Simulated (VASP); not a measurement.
# Si in VASP: convergence with ENCUT

Input of the first run (ENCUT 200 eV); the others differ in this setting and in those tied to it:

Contents of INCAR:

```
PREC = Accurate ; ENCUT = 200
EDIFF = 1E-7 ; ISMEAR = 0
SIGMA = 0.02 ; LREAL = False
LASPH = True ; NELM = 100
ALGO = Fast ; ISIF = 2
LWAVE = False ; LCHARG = False
GGA = PE
```

KPOINTS

```
regular mesh
0
Gamma
  6 6 6
```

The input POSCAR:

```
Si
1.0
    0.0000000000      2.7218511865      2.7218511865
    2.7218511865      0.0000000000      2.7218511865
    2.7218511865      2.7218511865      0.0000000000
Si
2
Direct
    0.5053960000      0.5065980000      0.4890360000
    0.7447980000      0.7513980000      0.7512880000
```

Potentials or basis: VASP PAW PBE potentials, release 64 (Si).

Run with:

```console
$ cat potpaw_PBE.64/Si/POTCAR > POTCAR
$ mpirun -np 1 vasp_std > vasp.out
```

The cell isn't the ideal one: atoms moved at random, drawn with an rms of 0.02 Å.

Hardware: 1 thread of Intel(R) Xeon(R) 6975P-C (Granite Rapids), with other jobs on the host.

```tsv
ENCUT	energy less the tightest run, at zero smearing (meV/atom)	gap on the mesh (eV)	SCF cycles	CPU time (s)	peak memory (GiB)
200 eV	23.46	0.401	15	5.4	0.11
250 eV	10.25	0.401	15	6.2	0.12
300 eV	3.20	0.399	15	7.2	0.14
350 eV	1.12	0.397	15	9.5	0.14
400 eV	0.19	0.396	15	17	0.15
450 eV	0.06	0.396	15	20	0.16
500 eV	0.09	0.396	15	18	0.16
600 eV	0.01	0.396	15	18	0.19
800 eV	0.00	0.396	15	30	0.23
```

Against the tightest run, the energy stays within 1 meV/atom from 400 eV on; the gap on the mesh stays within 0.01 eV from 200 eV on. The tightest run that finished is the yardstick and may itself not be fully converged.
